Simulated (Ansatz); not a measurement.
Input and command of a calculation in Ansatz (plane waves; scalar-relativistic PAW potentials unless the input names others):

```yaml
crystal:
  lattice:
    - [3.2188796041, 0.0, 0.0]
    - [0.0, 3.2188796041, 0.0]
    - [1.6094398021, 1.6094398021, 2.2760915959]
  atoms:
    - { symbol: Zr, position: [0.0, 0.0, 0.0] }
    - { symbol: "N", position: [0.5, 0.5, 0.0] }
basis:
  ecutwfc: 420
kpoints:
  mp_grid: { grid: [11, 11, 15] }
hamiltonian:
  xc: pbesol
scf:
  occupations: { method: gaussian, width: 0.1 }
  max_iter: 100
output:
  forces: true
  eigenvalues: true
  stress: true
magnetization:
  spin_polarized: [1, 2]
```

```bash
ansatz run input.yaml --threads 1 --pin off --max-ram 2560MiB --backend cpu --events-out ev --progress --plain --runs-dir out
```

Task: What will the program do with this input?

Result: The program refuses it, because of a value of the wrong type (magnetization.spin_polarized: not typed → [1, 2]). Without that key it is accepted.

Abridged log:
```
Error: YAML parse error: error: line 23 column 19: expected string scalar
  --> <input>:23:19
   |
21 |   stress: true
22 | magnetization:
23 |   spin_polarized: [1, 2]
   |                   ^ expected string scalar
```

Cost: 1 run of about 0.023 core-minutes, on Intel Xeon Platinum 8375C (Ice Lake) (shared hosts).